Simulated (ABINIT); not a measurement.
# C (P6_3/mmc) in ABINIT: a series of runs

One crystal, C, is run at these levels: PBEsol, LDA, rPW86PBE; tasks: band structure.

The COD entry that gives the cell may itself be a prediction, so a difference from it is no test against experiment.

Everything below comes from runs of ABINIT 10.8.3 (patched build). Logs are shortened: lines on timing, memory, paths and dates and some standing lists are left out, and cuts for length are marked. The log counts tension as positive stress, the text compression.

## 1. Starting point

It takes space group P6_3/mmc (No. 194, hexagonal). Conventional cell: a = 2.522 Å, b = 2.522 Å, c = 8.237 Å, α = 90.00°, β = 90.00°, γ = 120.00°. C (site symmetry 3m) is surrounded by 4 C at 1.54 Å. C (site symmetry 3m) is surrounded by 4 C at 1.54 Å.

This is a hexagonal form of diamond, not graphite.

## 2. Band structure, PBEsol

The input, run.abi:

```
ndtset 2

pp_dirpath "./"
pseudos "C.upf"

acell 3*1.0
rprim
     4.7660782589     0.0000000000     0.0000000000
    -2.3830391295     4.1275448487     0.0000000000
     0.0000000000     0.0000000000    15.5658630612
ntypat 1
znucl 6
natom 8
typat 1 1 1 1 1 1 1 1
xred
     0.6666666667     0.3333333333     0.8437500000
     0.3333333333     0.6666666667     0.3437500000
     0.6666666667     0.3333333333     0.6562500000
     0.3333333333     0.6666666667     0.1562500000
     0.0000000000     0.0000000000     0.9062500000
     0.0000000000     0.0000000000     0.4062500000
     0.0000000000     0.0000000000     0.5937500000
     0.0000000000     0.0000000000     0.0937500000

ecut 1115.666836 eV

ixc -116133

occopt 3
tsmear 0.05 eV

nstep 100

iomode 3
prtwf 0
prteig 0
prtebands 0
enunit 1
prtden1 1

kptopt1 1
ngkpt1 12 12 4
nshiftk1 1
shiftk1 0.0 0.0 0.0
nband1 21
tolvrs1 1.0e-10

iscf2 -2
getden2 1
nband2 27
nbdbuf2 4
tolwfr2 1.0e-11
kptopt2 -7
ndivsm2 8
prteig2 1
kptbounds2
     0.0000000000     0.0000000000     0.0000000000
     0.5000000000     0.0000000000     0.0000000000
     0.3333333333     0.3333333333     0.0000000000
     0.0000000000     0.0000000000     0.0000000000
     0.0000000000     0.0000000000     0.5000000000
     0.5000000000     0.0000000000     0.5000000000
     0.3333333333     0.3333333333     0.5000000000
     0.0000000000     0.0000000000     0.5000000000
```

Potentials or basis: PseudoDojo NC SR PBEsol v0.4 stringent.

Run with:

```
$ abinit run.abi > log 2>&1
```

run.abo:

```text
.Version 10.8.3 of ABINIT
 DATASET    1 : space group P6_3/m m c (#194); Bravais hP (primitive hexag.)
================================================================================
 Values of the parameters that define the memory need for DATASET  1.
     intxc =       0    ionmov =       0      iscf =       7    lmnmax =       4
     lnmax =       4     mgfft =      90  mpssoang =       2    mqgrid =    4487
     natom =       8  nloc_mem =       1    nspden =       1   nspinor =       1
    nsppol =       1      nsym =      24    n1xccc =    2501    ntypat =       1
    occopt =       3   xclevel =       2
       mpw =        3861          nfft =       81000          nkpt =          57
================================================================================
================================================================================

 DATASET    2 : space group P6_3/m m c (#194); Bravais hP (primitive hexag.)
================================================================================
 Values of the parameters that define the memory need for DATASET  2.
     intxc =       0    ionmov =       0      iscf =      -2    lmnmax =       4
     lnmax =       4     mgfft =      90  mpssoang =       2    mqgrid =    4487
     natom =       8  nloc_mem =       1    nspden =       1   nspinor =       1
    nsppol =       1      nsym =      24    n1xccc =    2501    ntypat =       1
    occopt =       3   xclevel =       2
       mpw =        3864          nfft =       81000          nkpt =         173
================================================================================
================================================================================

--------------------------------------------------------------------------------
------------- Echo of variables that govern the present computation ------------
--------------------------------------------------------------------------------
 -outvars: echo values of preprocessed input variables --------
            acell      1.0000000000E+00  1.0000000000E+00  1.0000000000E+00 Bohr
              amu      1.20110000E+01
             ecut      4.10000000E+01 Hartree
           enunit           1
           getden1          0
           getden2          1
             iscf1          7
             iscf2         -2
                       outvar_i_n : Printing only first  50 k-points.
              ixc     -116133
           jdtset        1    2
                       outvar_i_n : Printing only first  50 k-points.
           kptopt1          1
           kptopt2         -7
         kptrlatt       12    0    0      0   12    0      0    0    4
          kptrlen1     5.71929391E+01
          kptrlen2     3.00000000E+01
            natom           8
            nband1         21
            nband2         27
           nbdbuf1          0
           nbdbuf2          4
           ndtset           2
           ndivsm1          0
           ndivsm2          8
            ngfft          30      30      90
             nkpt1         57
             nkpt2        173
            nstep         100
             nsym          24
           ntypat           1
                       prtocc : prtvol=0, do not print more k-points.
           occopt           3
        prtebands           0
           prteig1          0
           prteig2          1
            prtwf           0
            rprim      4.7660782589E+00  0.0000000000E+00  0.0000000000E+00
                      -2.3830391295E+00  4.1275448487E+00  0.0000000000E+00
                       0.0000000000E+00  0.0000000000E+00  1.5565863061E+01
           shiftk1     0.00000000E+00  0.00000000E+00  0.00000000E+00
           shiftk2     5.00000000E-01  5.00000000E-01  5.00000000E-01
          spgroup         194
           tolvrs1     1.00000000E-10
           tolvrs2     0.00000000E+00
           tolwfr1     0.00000000E+00
           tolwfr2     1.00000000E-11
           tsmear      1.83746611E-03 Hartree
            typat      1  1  1  1  1  1  1  1
                       outvars : Printing only first  50 k-points.
           xangst      1.2610499991E+00  7.2806755648E-01  6.9500531203E+00
                      -1.7639215986E-11  1.4561351130E+00  2.8315031231E+00
                       1.2610499991E+00  7.2806755648E-01  5.4055968713E+00
                      -1.7639215986E-11  1.4561351130E+00  1.2870468741E+00
                      -9.3336449616E-17 -8.0831736468E-17  7.4648718700E+00
                      -9.3336449616E-17 -8.0831736468E-17  3.3463218727E+00
                      -9.3336449616E-17 -8.0831736468E-17  4.8907781217E+00
                      -9.3336449616E-17 -8.0831736468E-17  7.7222812448E-01
            xcart      2.3830391294E+00  1.3758482829E+00  1.3133696958E+01
                      -3.3333287289E-11  2.7516965658E+00  5.3507654273E+00
[... 1968 lines left out ...]
[... 58 lines left out ...]
      -0.000000000000     -0.000000000000      0.906250000000
      -0.000000000000     -0.000000000000      0.406250000000
      -0.000000000000     -0.000000000000      0.593750000000
      -0.000000000000     -0.000000000000      0.093750000000

 cartesian coordinates (angstrom) at end:
    1      1.26104999913073     0.72806755647677     6.95005312030513
    2     -0.00000000001764     1.45613511295355     2.83150312308727
    3      1.26104999913073     0.72806755647677     5.40559687134843
    4     -0.00000000001764     1.45613511295355     1.28704687413058
    5     -0.00000000000000    -0.00000000000000     7.46487186995736
    6     -0.00000000000000    -0.00000000000000     3.34632187273951
    7     -0.00000000000000    -0.00000000000000     4.89077812169620
    8     -0.00000000000000    -0.00000000000000     0.77222812447835
 length scales=  1.000000000000  1.000000000000  1.000000000000 bohr
              =  0.529177210544  0.529177210544  0.529177210544 angstroms
 Eigenvalues (   eV  ) for nkpt= 173  k points:
 kpt#   1, nband= 27, wtk=  1.00000, kpt=  0.0000  0.0000  0.0000 (reduced coord)
 -11.29612   -9.59716   -9.54689   -5.42746   -3.24420    3.61946    3.69688    7.34257
   7.34257    8.42157    8.42157    8.64828    8.64828   10.17845   10.40530   10.40530
  15.55693   15.55693   16.08427   17.37487   17.37487   17.76361   18.33640   18.33640
  18.62634   18.63967   19.37549
 kpt#   2, nband= 27, wtk=  1.00000, kpt=  0.0167  0.0000  0.0000 (reduced coord)
 -11.28928   -9.59044   -9.54014   -5.42137   -3.23782    3.62284    3.70033    7.30506
   7.32604    8.38750    8.40948    8.61357    8.63320   10.16625   10.37440   10.39398
  15.56550   15.57398   16.09918   17.37412   17.39906   17.78340   18.32792   18.35200
  18.65290   18.66272   19.38279
 kpt#   3, nband= 27, wtk=  1.00000, kpt=  0.0333  0.0000  0.0000 (reduced coord)
 -11.26874   -9.57029   -9.51989   -5.40311   -3.21867    3.63292    3.71061    7.19425
   7.27725    8.28653    8.37348    8.51110    8.58864   10.13036   10.28320   10.36027
  15.58866   15.62465   16.14215   17.36997   17.47083   17.84308   18.30563   18.39912
  18.72681   18.73289   19.41705
 kpt#   4, nband= 27, wtk=  1.00000, kpt=  0.0500  0.0000  0.0000 (reduced coord)
 -11.23453   -9.53671   -9.48615   -5.37267   -3.18682    3.64950    3.72747    7.01486
[... 834 lines left out ...]
 -10.83551  -10.83551   -7.46082   -7.46082   -0.44693   -0.44693    7.51209    7.51209
   7.59128    7.59128    7.82950    7.82950    9.59957    9.59957    9.67406    9.67406
  16.33998   16.33998   16.41680   16.41680   17.17128   17.17128   18.71863   18.71878
  19.00195   19.00721   19.09188
 kpt# 172, nband= 27, wtk=  1.00000, kpt=  0.0095  0.0095  0.5000 (reduced coord)
 -10.85555  -10.85555   -7.48001   -7.48001   -0.46306   -0.46306    7.61745    7.61745
   7.63793    7.63793    7.83671    7.83671    9.68954    9.68954    9.70880    9.70880
  16.34845   16.34845   16.36870   16.36870   17.11495   17.11495   18.65755   18.65768
  18.99447   18.99905   19.01642
 kpt# 173, nband= 27, wtk=  1.00000, kpt=  0.0000  0.0000  0.5000 (reduced coord)
 -10.86223  -10.86223   -7.48640   -7.48640   -0.46844   -0.46844    7.65333    7.65333
   7.65333    7.65333    7.83913    7.83913    9.72027    9.72027    9.72027    9.72027
  16.35151   16.35151   16.35151   16.35151   17.09618   17.09618   18.63579   18.63579
  18.99218   18.99218   18.99218

== END DATASET(S) ==============================================================
================================================================================

 -outvars: echo values of variables after computation  --------
            acell      1.0000000000E+00  1.0000000000E+00  1.0000000000E+00 Bohr
           etotal1    -4.8029774365E+01
            fcart1     7.7682047602E-29  2.5686675626E-28  6.3030570615E-03
                      -2.0479812550E-28 -4.9334726203E-28  6.3030570615E-03
                      -2.6129416012E-28  5.1781076262E-28 -6.3030570615E-03
                       4.1665825532E-28  1.9163075468E-28 -6.3030570615E-03
                       2.1186012982E-29 -5.5858326362E-28  6.4290607092E-03
                      -2.6129416012E-28  3.2210275785E-28  6.4290607092E-03
                       1.9067411684E-28  5.8304676422E-28 -6.4290607092E-03
                       2.1186012982E-29 -8.1952726998E-28 -6.4290607092E-03
            rprim      4.7660782589E+00  0.0000000000E+00  0.0000000000E+00
                      -2.3830391295E+00  4.1275448487E+00  0.0000000000E+00
                       0.0000000000E+00  0.0000000000E+00  1.5565863061E+01
           strten1     2.3478334404E-04  2.3478334364E-04 -1.8841938196E-04
                       0.0000000000E+00  0.0000000000E+00  1.4667632824E-13
           xangst      1.2610499991E+00  7.2806755648E-01  6.9500531203E+00
                      -1.7639215986E-11  1.4561351130E+00  2.8315031231E+00
                       1.2610499991E+00  7.2806755648E-01  5.4055968713E+00
                      -1.7639215986E-11  1.4561351130E+00  1.2870468741E+00
                      -9.3336449616E-17 -8.0831736468E-17  7.4648718700E+00
                      -9.3336449616E-17 -8.0831736468E-17  3.3463218727E+00
                      -9.3336449616E-17 -8.0831736468E-17  4.8907781217E+00
                      -9.3336449616E-17 -8.0831736468E-17  7.7222812448E-01
             xred      6.6666666667E-01  3.3333333333E-01  8.4375000000E-01
                       3.3333333333E-01  6.6666666667E-01  3.4375000000E-01
                       6.6666666667E-01  3.3333333333E-01  6.5625000000E-01
                       3.3333333333E-01  6.6666666667E-01  1.5625000000E-01
                      -5.5511151231E-17 -3.7007434154E-17  9.0625000000E-01
                      -5.5511151231E-17 -3.7007434154E-17  4.0625000000E-01
                      -5.5511151231E-17 -3.7007434154E-17  5.9375000000E-01
                      -5.5511151231E-17 -3.7007434154E-17  9.3750000000E-02
 Calculation completed.
```

Wall time 9.2 min (1 thread of Arm Neoverse V1, shared host); peak memory 0.34 GiB.

What came out:

```yaml
Free_energy: -1306.9567 eV
Pressure: -2.8 GPa
Largest_force: 0.331 eV/Å
Band_gap_on_the_k_mesh: 4.32 eV, indirect (least direct gap 5.15 eV)
Band_gap_along_the_path: 4.32 eV, indirect (least direct gap 5.15 eV)
All_electrons_inside_the_program's_atomic_spheres: C 4.71, 4.68 (radii [1.0584] Å)
```

Forces in eV/Å, atoms in the order of the input:
```
C    0.000  0.000  0.324
C    0.000  0.000  0.324
C    0.000  0.000 -0.324
C    0.000  0.000 -0.324
C    0.000  0.000  0.331
C    0.000  0.000  0.331
C    0.000  0.000 -0.331
C    0.000  0.000 -0.331
```

Levels at the corners of the path, in eV from the valence-band top:
```tsv
point	band 14	band 15	band 16	band 17	band 18	band 19
Γ	-0.23	0.00	0.00	5.15	5.15	5.68
M	-4.58	-3.74	-2.96	4.36	5.51	5.78
K	-5.73	-5.73	-4.06	6.13	6.13	7.88
Γ	-0.23	0.00	0.00	5.15	5.15	5.68
A	-0.69	-0.69	-0.69	5.95	5.95	5.95
L	-4.77	-3.69	-3.69	4.72	4.72	7.00
H	-5.41	-5.15	-5.15	5.09	5.09	9.76
A	-0.69	-0.69	-0.69	5.95	5.95	5.95
```

## 3. Band structure, LDA

The input, run.abi:

```
# Datasets: ground state, then fixed potential
ndtset 2

# Pseudopotentials
pp_dirpath "./"
pseudos "C.upf"

# Structure
acell 4.7660782589 4.7660782589 15.5658630612
rprim
     1.0000000000     0.0000000000     0.0000000000
    -0.5000000000     0.8660254038     0.0000000000
     0.0000000000     0.0000000000     1.0000000000
ntypat 1
znucl 6
natom 8
typat 1 1 1 1 1 1 1 1
xcart
     1.2610500001     0.7280675569     6.9500531250
    -0.0000000001     1.4561351140     2.8315031250
     1.2610500001     0.7280675569     5.4055968750
    -0.0000000001     1.4561351140     1.2870468750
     0.0000000000     0.0000000000     7.4648718750
     0.0000000000     0.0000000000     3.3463218750
     0.0000000000     0.0000000000     4.8907781250
     0.0000000000     0.0000000000     0.7722281250 Angstrom

# Plane-wave basis
ecut 41.0

# Exchange and correlation
ixc 7

# Bands and occupations
occopt 3
tsmear 0.00183747

# SCF cycle
nstep 100

# Output
iomode 3
prtwf 0
prteig 0
prtebands 0
prtden1 1
prtvha1 1
prtvclmb1 1
prtpot1 1
prtelf1 1

# Dataset 1
kptopt1 1
ngkpt1 12 12 4
nshiftk1 1
shiftk1 0.0 0.0 0.0
nband1 21
tolvrs1 1.0e-10

# Dataset 2: bands along G-M-K-G-A-L-H-A
iscf2 -2
getden2 1
nband2 27
nbdbuf2 4
tolwfr2 1.0e-11
kptopt2 -7
ndivsm2 5
prteig2 1
kptbounds2
     0.0000000000     0.0000000000     0.0000000000
     0.5000000000     0.0000000000     0.0000000000
     0.3333333333     0.3333333333     0.0000000000
     0.0000000000     0.0000000000     0.0000000000
     0.0000000000     0.0000000000     0.5000000000
     0.5000000000     0.0000000000     0.5000000000
     0.3333333333     0.3333333333     0.5000000000
     0.0000000000     0.0000000000     0.5000000000
```

Potentials or basis: PseudoDojo NC SR LDA v0.4.1 standard.

Run with:

```
$ abinit run.abi > log 2>&1
```

Wall time 6.7 min (1 thread of Arm Neoverse V1, shared host); peak memory 0.24 GiB.

It converged, with:

| Item | Value |
| --- | --- |
| Free energy | -1313.0302 eV |
| Pressure | -10.6 GPa |
| Largest force | 0.332 eV/Å |
| Band gap on the k mesh | 4.42 eV, indirect (least direct gap 5.15 eV) |
| Band gap along the path | 4.42 eV, indirect (least direct gap 5.15 eV) |
| All electrons inside the program's atomic spheres | C 4.70, 4.67 (radii [1.0584] Å) |

Forces on the atoms (eV/Å):
```
C    0.000  0.000  0.323
C    0.000  0.000  0.323
C    0.000  0.000 -0.323
C    0.000  0.000 -0.323
C    0.000  0.000  0.332
C    0.000  0.000  0.332
C    0.000  0.000 -0.332
C    0.000  0.000 -0.332
```

Stress tensor (GPa, compression positive):
```
-14.75   0.00   0.00
  0.00 -14.75   0.00
  0.00   0.00  -2.28
```

Levels at the corners of the path, in eV from the valence-band top:
```
point  band 13  band 14  band 15  band 16  band 17  band 18  band 19  band 20
    Γ    -1.74    -0.22     0.00     0.00     5.15     5.15     5.67     6.97
    M    -5.02    -4.54    -3.71    -2.93     4.47     5.62     5.85     6.00
    K    -7.16    -5.69    -5.69    -4.03     6.15     6.15     7.99     8.46
    Γ    -1.74    -0.22     0.00     0.00     5.15     5.15     5.67     6.97
    A    -0.68    -0.68    -0.68    -0.68     5.94     5.94     5.94     5.94
    L    -4.72    -4.72    -3.66    -3.66     4.82     4.82     7.06     7.06
    H    -5.35    -5.35    -5.12    -5.12     5.15     5.15     9.82     9.82
    A    -0.68    -0.68    -0.68    -0.68     5.94     5.94     5.94     5.94
```

Expect the measured gap to be larger: semilocal functionals such as LDA lack the derivative discontinuity.

## 4. Band structure, rPW86PBE

run.abi: that of step 3 with these lines changed.

```diff
@@ -8,3 +8,3 @@
 # Structure
-acell 4.7660782589 4.7660782589 15.5658630612
+acell 2.5221 2.5221 8.2371 Angstrom
 rprim
@@ -18,10 +18,10 @@
 xcart
-     1.2610500001     0.7280675569     6.9500531250
-    -0.0000000001     1.4561351140     2.8315031250
-     1.2610500001     0.7280675569     5.4055968750
-    -0.0000000001     1.4561351140     1.2870468750
-     0.0000000000     0.0000000000     7.4648718750
-     0.0000000000     0.0000000000     3.3463218750
-     0.0000000000     0.0000000000     4.8907781250
-     0.0000000000     0.0000000000     0.7722281250 Angstrom
+     2.3830391297     1.3758482828    13.1336969578
+    -0.0000000002     2.7516965659     5.3507654273
+     2.3830391297     1.3758482828    10.2150976339
+    -0.0000000002     2.7516965659     2.4321661033
+     0.0000000000     0.0000000000    14.1065633992
+     0.0000000000     0.0000000000     6.3236318686
+     0.0000000000     0.0000000000     9.2422311926
+     0.0000000000     0.0000000000     1.4592996620
 
@@ -31,3 +31,3 @@
 # Exchange and correlation
-ixc 7
+ixc -144130
 
@@ -45,7 +45,4 @@
 prtebands 0
+enunit 1
 prtden1 1
-prtvha1 1
-prtvclmb1 1
-prtpot1 1
-prtelf1 1
 
@@ -68,2 +65,3 @@
 prteig2 1
+prtvol2 -3
 kptbounds2
```

Potentials or basis: PseudoDojo NC SR PBE v0.4.1 standard.

Run with:

```
$ abinit run.abi > log 2>&1
```

Run time: 6.6 min. Hardware: 1 thread of Arm Neoverse V1, shared host; peak memory 0.24 GiB.

It converged, with:

```
Free energy                                       : -1313.2837 eV
Pressure                                          : 14.3 GPa
Largest force                                     : 0.342 eV/Å
Band gap on the k mesh                            : 4.73 eV, indirect (least direct gap 5.34 eV)
Band gap along the path                           : 4.73 eV, indirect (least direct gap 5.34 eV)
All electrons inside the program's atomic spheres : C 4.73, 4.71 (radii [1.0584] Å)
```

Forces on the atoms (eV/Å):
```
C    0.000  0.000  0.312
C    0.000  0.000  0.312
C    0.000  0.000 -0.312
C    0.000  0.000 -0.312
C    0.000  0.000  0.342
C    0.000  0.000  0.342
C    0.000  0.000 -0.342
C    0.000  0.000 -0.342
```

Stress tensor (GPa, compression positive):
```
10.11  0.00  0.00
 0.00 10.11  0.00
 0.00  0.00 22.59
```

Levels at the corners of the path, in eV from the valence-band top:
```tsv
point	band 12	band 13	band 14	band 15	band 16	band 17	band 18	band 19	band 20	band 21
Γ	-1.72	-1.72	-0.22	0.00	0.00	5.34	5.34	5.86	7.17	7.17
M	-4.97	-4.95	-4.50	-3.66	-2.91	4.80	5.92	6.17	6.33	7.25
K	-7.35	-7.02	-5.57	-5.57	-4.00	6.60	6.60	8.17	8.72	8.72
Γ	-1.72	-1.72	-0.22	0.00	0.00	5.34	5.34	5.86	7.17	7.17
A	-2.50	-0.67	-0.67	-0.67	-0.67	6.13	6.13	6.13	6.13	6.87
L	-6.00	-4.64	-4.64	-3.62	-3.62	5.15	5.15	7.42	7.42	7.81
H	-8.38	-5.29	-5.29	-5.04	-5.04	5.57	5.57	9.98	9.98	11.23
A	-2.50	-0.67	-0.67	-0.67	-0.67	6.13	6.13	6.13	6.13	6.87
```

Caveat: the potentials were made for another functional, which shifts forces and pressure.

## 5. The runs side by side

| level | potentials or basis | gap on the mesh (eV) | pressure (GPa) | largest force (eV/Å) |
| --- | --- | --- | --- | --- |
| PBEsol | PseudoDojo NC SR PBEsol v0.4 stringent | 4.32 | -2.8 | 0.33 |
| LDA | PseudoDojo NC SR LDA v0.4.1 standard | 4.42 | -10.6 | 0.33 |
| rPW86PBE | PseudoDojo NC SR PBE v0.4.1 standard | 4.73 | 14.3 | 0.34 |

Alike in all rows: task band structure; no spin polarisation; cell as given; k mesh 12 × 12 × 4; cutoff (eV) 1116; smearing fermi-dirac 0.05 eV.

Caveats: the potentials were made for another functional, which shifts forces and pressure (some runs).

Total energies depend on the potentials used, so only differences within one code and one set of settings carry meaning.
